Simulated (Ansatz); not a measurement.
## Zone-centre modes in TaN

Computed with Ansatz 0.2.0, DFT PBE, scalar-relativistic, plane waves, PAW. Cutoff 420 eV, Γ-centred 24×24×24 k-points, Gaussian smearing of 0.15 eV. Spin–orbit coupling is left out, which can shift energies with elements as heavy as these. No spin polarisation.

Zero of the scan (relaxed at this level; this rock-salt form isn't the usual structure):

```
Ta N
1.0
     0.00000    2.20863    2.20863
     2.20863    0.00000    2.20863
     2.20863    2.20863    0.00000
Ta N
1 1
Direct
  0.50000 0.50000 0.50000
  0.00000 0.00000 0.00000
```

Harmonic modes by finite displacements of 0.02 Å, without the LO–TO term.

At this geometry, is the structure stable against these modes?

Yes: no mode is imaginary beyond 10 cm⁻¹, and only the three translations lie near zero.

List the wavenumbers in cm⁻¹.

0, 0, 0, 384, 384, 384.

Cost: 1 run of about 1.3 core-minutes, on Intel Xeon Platinum 8259CL (Skylake/Cascade Lake) (shared hosts).